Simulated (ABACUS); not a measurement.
# Ta (Im-3m) in ABACUS: a series of runs, part 2 of 2

ABACUS 3.10.1. Earlier steps stand in the parts before.

### 5 Single point, PBE, spin-orbit coupling, no magnetisation

Contents of run_abacus.py:

```python
"""ABACUS run from a structure file: ASE reads it, the script writes STRU, KPT and INPUT."""
import re
import subprocess
import spglib
from ase import Atoms
from ase.io import read
from ase.units import Bohr

atoms = read("Ta.cif")
cell, frac, numbers = spglib.standardize_cell((atoms.cell[:], atoms.get_scaled_positions(), atoms.numbers), to_primitive=True, symprec=1e-4)
atoms = Atoms(numbers=numbers, cell=cell, scaled_positions=frac, pbc=True)  # the primitive cell
atoms = atoms[(-atoms.numbers).argsort(kind="stable")]  # ABACUS lists atoms element by element
pseudo = {'Ta': 'Ta.upf'}
orbital = {'Ta': 'Ta_confined-atom_7au_3s2p2d2f.orb'}
magmoms = None
kmesh = [7, 7, 7]
params = {
    'suffix': 'Ta',
    'calculation': 'scf',
    'basis_type': 'lcao',
    'pseudo_dir': './',
    'orbital_dir': './',
    'symmetry': 0,
    'dft_functional': 'pbe',
    'ecutwfc': 132,
    'pseudo_rcut': 10,
    'nspin': 4,
    'nbands': 48,
    'ks_solver': 'genelpa',
    'smearing_method': 'fd',
    'smearing_sigma': 0.00367493,
    'scf_thr': 1e-07,
    'scf_nmax': 100,
    'mixing_type': 'broyden',
    'mixing_beta': 0.4,
    'cal_force': 1,
    'cal_stress': 1,
    'noncolin': 0,
    'lspinorb': 1,
    'out_mul': 1,
    'out_chg': 1,
}

symbols = atoms.get_chemical_symbols()
elements = list(dict.fromkeys(symbols))
lines = ["ATOMIC_SPECIES"] + [f"{e} {atoms.get_masses()[symbols.index(e)]:.4f} {pseudo[e]}" for e in elements]
if orbital:
    lines += ["", "NUMERICAL_ORBITAL"] + [orbital[e] for e in elements]
lines += ["", "LATTICE_CONSTANT", f"{1 / Bohr:.10f}", "", "LATTICE_VECTORS"]
lines += [" ".join(f"{x:.10f}" for x in v) for v in atoms.cell]
lines += ["", "ATOMIC_POSITIONS", "Direct"]
for e in elements:
    lines += ["", e, "0.0", str(symbols.count(e))]
    for i, p in enumerate(atoms.get_scaled_positions(wrap=False)):
        if symbols[i] == e:
            mag = "" if magmoms is None else " mag " + " ".join(str(x) for x in (magmoms[i] if isinstance(magmoms[i], list) else [magmoms[i]]))
            lines.append(" ".join(f"{x:.10f}" for x in p) + " 1 1 1" + mag)
open("STRU", "w").write("\n".join(lines) + "\n")
open("KPT", "w").write("K_POINTS\n0\nGamma\n%d %d %d 0 0 0\n" % tuple(kmesh))
open("INPUT", "w").write("INPUT_PARAMETERS\n" + "".join(f"{k:<20s}{v}\n" for k, v in params.items()))

done = subprocess.run(['mpirun', '-np', '4', 'abacus'])
if done.returncode:
    raise SystemExit(done.returncode)
log = open("OUT.Ta/running_scf.log").read()
print("final energy (eV):", re.findall(r"FINAL_ETOT_IS (\S+)", log))
```

Contents of Ta.cif:

```cif
data_Ta
_cell_length_a 3.30256000
_cell_length_b 3.30256000
_cell_length_c 3.30256000
_cell_angle_alpha 90.00000000
_cell_angle_beta 90.00000000
_cell_angle_gamma 90.00000000
_space_group_name_H-M_alt 'Im-3m'
_space_group_name_Hall '-I 4 2 3'
_space_group_IT_number 229
loop_
_space_group_symop_operation_xyz
'x,y,z'
'-x,-y,-z'
'-y,x,z'
'y,-x,-z'
'-x,-y,z'
'x,y,-z'
'y,-x,z'
'-y,x,-z'
'x,-y,-z'
'-x,y,z'
'-y,-x,-z'
'y,x,z'
'-x,y,-z'
'x,-y,z'
'y,x,-z'
'-y,-x,z'
'z,x,y'
'-z,-x,-y'
'z,-y,x'
'-z,y,-x'
'z,-x,-y'
'-z,x,y'
'z,y,-x'
'-z,-y,x'
'-z,x,-y'
'z,-x,y'
'-z,-y,-x'
'z,y,x'
'-z,-x,y'
'z,x,-y'
'-z,y,x'
'z,-y,-x'
'y,z,x'
'-y,-z,-x'
'x,z,-y'
'-x,-z,y'
'-y,z,-x'
'y,-z,x'
'-x,z,y'
'x,-z,-y'
'-y,-z,x'
'y,z,-x'
'-x,-z,-y'
'x,z,y'
'y,-z,-x'
'-y,z,x'
'x,-z,y'
'-x,z,-y'
'x+1/2,y+1/2,z+1/2'
'-x+1/2,-y+1/2,-z+1/2'
'-y+1/2,x+1/2,z+1/2'
'y+1/2,-x+1/2,-z+1/2'
'-x+1/2,-y+1/2,z+1/2'
'x+1/2,y+1/2,-z+1/2'
'y+1/2,-x+1/2,z+1/2'
'-y+1/2,x+1/2,-z+1/2'
'x+1/2,-y+1/2,-z+1/2'
'-x+1/2,y+1/2,z+1/2'
'-y+1/2,-x+1/2,-z+1/2'
'y+1/2,x+1/2,z+1/2'
'-x+1/2,y+1/2,-z+1/2'
'x+1/2,-y+1/2,z+1/2'
'y+1/2,x+1/2,-z+1/2'
'-y+1/2,-x+1/2,z+1/2'
'z+1/2,x+1/2,y+1/2'
'-z+1/2,-x+1/2,-y+1/2'
'z+1/2,-y+1/2,x+1/2'
'-z+1/2,y+1/2,-x+1/2'
'z+1/2,-x+1/2,-y+1/2'
'-z+1/2,x+1/2,y+1/2'
'z+1/2,y+1/2,-x+1/2'
'-z+1/2,-y+1/2,x+1/2'
'-z+1/2,x+1/2,-y+1/2'
'z+1/2,-x+1/2,y+1/2'
'-z+1/2,-y+1/2,-x+1/2'
'z+1/2,y+1/2,x+1/2'
'-z+1/2,-x+1/2,y+1/2'
'z+1/2,x+1/2,-y+1/2'
'-z+1/2,y+1/2,x+1/2'
'z+1/2,-y+1/2,-x+1/2'
'y+1/2,z+1/2,x+1/2'
'-y+1/2,-z+1/2,-x+1/2'
'x+1/2,z+1/2,-y+1/2'
'-x+1/2,-z+1/2,y+1/2'
'-y+1/2,z+1/2,-x+1/2'
'y+1/2,-z+1/2,x+1/2'
'-x+1/2,z+1/2,y+1/2'
'x+1/2,-z+1/2,-y+1/2'
'-y+1/2,-z+1/2,x+1/2'
'y+1/2,z+1/2,-x+1/2'
'-x+1/2,-z+1/2,-y+1/2'
'x+1/2,z+1/2,y+1/2'
'y+1/2,-z+1/2,-x+1/2'
'-y+1/2,z+1/2,x+1/2'
'x+1/2,-z+1/2,y+1/2'
'-x+1/2,z+1/2,-y+1/2'
loop_
_atom_site_label
_atom_site_type_symbol
_atom_site_symmetry_multiplicity
_atom_site_Wyckoff_symbol
_atom_site_fract_x
_atom_site_fract_y
_atom_site_fract_z
_atom_site_occupancy
Ta1 Ta 2 a 0.0000000000 0.0000000000 0.0000000000 1
```

Potentials or basis: PseudoDojo NC FR 0.4 PBE stringent, DZP LCAO (the cutoffs set its grid).

Command:

```
$ OMP_NUM_THREADS=1 python run_abacus.py > log
```

It took 31 s on 4 MPI ranks of Intel Xeon Platinum 8488C (Sapphire Rapids), shared host; peak memory 0.88 GiB.

The run converged. Its results:

```
Free energy            : -8818.6369 eV
Pressure               : -2.0 GPa
Band gap on the k mesh : none (metal or under the smearing width)
```

Caveat: the k mesh is coarse (spacing up to 0.38 Å⁻¹), so the values aren't converged; the atomic orbitals were generated for these runs and aren't a published set; the basis of atomic orbitals isn't converged, which shifts pressures, moduli and gaps.

### 6 Overview

| task | level | potentials or basis | spin | cell | k mesh | cutoff (eV) | orbital files | SCF threshold on the density | eigensolver | mixing share | symmetry key | mesh quality | gap on the mesh (eV) | pressure (GPa) |
| --- | --- | --- | --- | --- | --- | --- | --- | --- | --- | --- | --- | --- | --- | --- |
| single point | PBE | SG15 ONCV 1.2 PBE, TZDP LCAO (the cutoffs set its grid) | off | as given | 10 × 10 × 10 | 1361 | Ta Ta_confined-atom_7au_4s3p3d2f.orb | 1e-07 | scalapack_gvx | 0.7 | 1 | not flagged | none | 5.2 |
| single point | BP86 | PseudoDojo NC SR 0.4.1 PBE standard, plane waves | off | as given | 9 × 9 × 9 | 789 | - | 1e-08 | dav | 0.7 | 1 | not flagged | none | 2.4 |
| relaxation of cell and atoms | BP86 | PseudoDojo NC SR 0.4.1 PBE standard, plane waves | off | relaxed | 9 × 9 × 9 | 789 | - | 1e-08 | dav | 0.7 | 1 | not flagged | none | 0.0 |
| single point | PBE | PseudoDojo NC FR 0.4 PBE stringent, DZP LCAO (the cutoffs set its grid) | SOC, no magnetisation | as given | 7 × 7 × 7 | 1796 | Ta Ta_confined-atom_7au_3s2p2d2f.orb | 1e-07 | genelpa | 0.4 | 0 | coarse | none | -2.0 |

Alike in all rows: smearing fermi-dirac 0.05 eV.

Caveats: some runs use coarse meshes; the atomic orbitals were generated for these runs and aren't a published set (some runs); the basis of atomic orbitals isn't converged, which shifts pressures, moduli and gaps (some runs); the potentials were made for another functional, which shifts forces and pressure (some runs).

Total energies depend on the potentials used, so only differences within one code and one set of settings carry meaning.
